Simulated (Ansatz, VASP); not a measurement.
# Two plane-wave programs on Li2F3

```
Li F
1.0
     3.15458    0.00000    0.00000
    -1.57729    2.73194    0.00000
     0.00000    0.00000    5.83723
Li F
2 3
Cartesian
  0.0000 1.8213 1.3516
  1.5773 0.9106 4.4857
  0.0000 0.0000 0.0000
  0.0000 1.8213 3.9217
  1.5773 0.9106 1.9156
```

Alike in both runs: functional PBE; k mesh 6 × 6 × 4; occupations gaussian, width 0.1 eV; collinear spin.

Ansatz relaxed the structure, and its values are those at the end. VASP's run is a single point on that final structure, the one shown.

```csv
,VASP,Ansatz
version,VASP 6.6.1,Ansatz 0.2.0
potentials or method,"VASP PAW PBE potentials, release 64 (Li_sv, F)","scalar-relativistic, plane waves, PAW"
plane-wave cutoff (eV),520,420
valence electrons in the cell,27,27
```

|  | VASP | Ansatz | Ansatz less VASP |
| --- | --- | --- | --- |
| gap on the k mesh at the Fermi level (eV) | none | none | - |
| rms of the force components (eV/Å) | 0.002 | 0.004 | +0.0017 |
| net moment per atom (μB) | 0.20 | 0.20 | 0.000 |
| size of the moment on the site where the two differ most (μB) | 0.30 | 0.33 | +0.028 |

Site moments also hang on the region over which each program counts them. A gap of «none» marks a metal or a gap that the smearing closes.

Caveats: the k mesh is coarse (spacing up to 0.38 Å⁻¹), so the values aren't converged.
